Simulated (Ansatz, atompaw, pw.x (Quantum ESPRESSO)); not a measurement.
**pw.x on bcc Te: one setting changed**

Potential: PAW, atompaw 4.2.0.5, PBE; core [Kr] 4d10, reference 5s2 5p4; waves: 5s (bound): rc 1.55 bohr; 5s channel at 0.9 Ry: rc 2.10 bohr; 5p (bound): rc 2.10 bohr; 5p channel at 1.45 Ry: rc 2.10 bohr; 5d channel at 0.3 Ry: rc 2.10 bohr; 5d channel at 2.95 Ry: rc 2.10 bohr; local part: bessel scheme, radius 1.70 bohr; core correction: smooth core density matched at 1.10 bohr; augmentation: sinc compensation charge, radius 2.05 bohr; PAW radius 2.10 bohr; waves and projectors: custom rrkj gramschmidtortho.

The reference run (k-mesh 12³, cutoffs 45/450 Ry, Fermi–Dirac 0.01 Ry, mixing_beta 0.4, conv_thr 1e-9, no spin) gives 0.03 GPa at 28.371 Å³/atom, where all-electron LAPW gives 0.14 GPa. This run, with its own iteration cap, changes mixing_beta to 0.2.

```
&control
  calculation='scf', prefix='x', pseudo_dir='./', outdir='./tmp', tstress=.true., disk_io='none'
/
&system
  ibrav=0, nat=1, ntyp=1, ecutwfc=45, ecutrho=450, nbnd=10,
  occupations='smearing', smearing='fd', degauss=0.01
/
&electrons
  conv_thr=1e-09, mixing_beta=0.2, electron_maxstep=60
/
ATOMIC_SPECIES
Te 1.0 Te.UPF
CELL_PARAMETERS angstrom
  -1.92134292 1.92134292 1.92134292
  1.92134292 -1.92134292 1.92134292
  1.92134292 1.92134292 -1.92134292
ATOMIC_POSITIONS crystal
Te 0.0000 0.0000 0.0000
K_POINTS automatic
12 12 12 0 0 0
```

```bash
pw.x < Te.scf.in > Te.scf.out
```

Problem. How does the run end?

Solution. It converges in 10 iterations; the free energy moves by +0.0 meV/atom and the pressure by +0.00 GPa. The result is that of the reference run.

```
Message from routine setup:
     using ibrav=0 with symmetry is DISCOURAGED, use correct ibrav instead
     lattice parameter (alat)  =       6.2888  a.u.
     unit-cell volume          =     191.4570 (a.u.)^3
     number of electrons       =         6.00
     number of Kohn-Sham states=           10
     kinetic-energy cutoff     =      45.0000  Ry
     charge density cutoff     =     450.0000  Ry
     scf convergence threshold =      1.0E-09
     Exchange-correlation= SLA PW PBX PBC
     number of k points=    72  Fermi-Dirac smearing, width (Ry)=  0.0100
     negative rho (up, down):  9.553E-03 0.000E+00
     iteration #  1     ecut=    45.00 Ry     beta= 0.20
     c_bands:  1 eigenvalues not converged
     negative rho (up, down):  9.068E-03 0.000E+00
     total energy              =    -362.58831274 Ry
     estimated scf accuracy    <       0.00211094 Ry
     iteration #  2     ecut=    45.00 Ry     beta= 0.20
     negative rho (up, down):  7.752E-03 0.000E+00
     total energy              =    -362.58717089 Ry
     estimated scf accuracy    <       0.00116601 Ry
     iteration #  3     ecut=    45.00 Ry     beta= 0.20
     negative rho (up, down):  8.052E-03 0.000E+00
     total energy              =    -362.58737414 Ry
     estimated scf accuracy    <       0.00003307 Ry
     [... 4 iterations left out ...]
     iteration #  8     ecut=    45.00 Ry     beta= 0.20
     negative rho (up, down):  9.585E-03 0.000E+00
     total energy              =    -362.58743546 Ry
     estimated scf accuracy    <          1.6E-09 Ry
     iteration #  9     ecut=    45.00 Ry     beta= 0.20
     c_bands:  1 eigenvalues not converged
     c_bands:  1 eigenvalues not converged
     negative rho (up, down):  9.681E-03 0.000E+00
     total energy              =    -362.58743546 Ry
     estimated scf accuracy    <       0.00000002 Ry
     iteration # 10     ecut=    45.00 Ry     beta= 0.20
     [... 2 repeated lines left out ...]
     negative rho (up, down):  9.708E-03 0.000E+00
     the Fermi energy is     8.1075 ev
!    total energy              =    -362.58743546 Ry
     estimated scf accuracy    <          9.0E-10 Ry
     smearing contrib. (-TS)   =      -0.00335710 Ry
     The total energy is F=E-TS. E is the sum of the following terms:
     one-electron contribution =       6.21389832 Ry
     hartree contribution      =       0.45621610 Ry
     xc contribution           =     -43.28292343 Ry
     ewald contribution        =     -18.04175036 Ry
     one-center paw contrib.   =    -307.92951899 Ry
     convergence has been achieved in  10 iterations
     negative rho (up, down):  9.708E-03 0.000E+00
          total   stress  (Ry/bohr**3)                   (kbar)     P=        0.33
     Message from routine punch:
     Nothing written, as per user request (disk_io='none')
```

The run took about 27 s on one core of a shared host (Intel(R) Xeon(R) Platinum 8259CL CPU @ 2.50GHz, 96 threads, 755 GiB, load 30).
